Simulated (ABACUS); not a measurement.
Au, 1 atom in the cell. The structure is cubic, space group Fm-3m (No. 225). Conventional cell: a = 4.070 Å, b = 4.070 Å, c = 4.070 Å, α = 90.00°, β = 90.00°, γ = 90.00°. Au (site symmetry m-3m) has 12 Au at 2.88 Å as nearest neighbours. 

| Quantity | Value |
| --- | --- |
| Program | ABACUS 3.10.1 |
| Task | band structure |
| Functional | TM |
| Potentials or basis | SG15 ONCV 1.2 PBE |
| Cutoff | 1197 eV |
| Density cutoff | 4789 eV |
| Basis | plane waves |
| Occupations | fermi-dirac, width 0.05 eV |
| Spin | no spin polarisation |
| Radial cutoff of the potentials (pseudo_rcut) | 10 bohr |
| Threshold of the eigensolver | 1e-07 Ry |
| Density | read from an earlier self-consistent run |
| Path | G-X-W-K-G-L-U-W-L-K, U-X |
| Points for each segment of the path | 10 |
| SCF threshold on the density | 1e-08 |
| Max SCF steps | 100 |
| Eigensolver | dav |
| Mixing | broyden |
| Mixing share | 0.7 |
| Symmetry key | -1 |
| Bands | 20 |

Potentials or basis: SG15 ONCV 1.2 PBE, plane waves.

Run with:

```console
$ OMP_NUM_THREADS=1 mpirun -np 4 abacus > log
```

Hardware: 4 MPI ranks on Intel(R) Xeon(R) Platinum 8259CL CPU @ 2.50GHz (Skylake/Cascade Lake), with other jobs on the host.

How long does it take, and how much memory?

Run time: 34 s on 4 MPI ranks on Intel(R) Xeon(R) Platinum 8259CL CPU @ 2.50GHz (Skylake/Cascade Lake), with other jobs on the host, peak memory 0.36 GiB a rank. Counts: scf iterations 1, k points 102, bands 20, ranks 4.
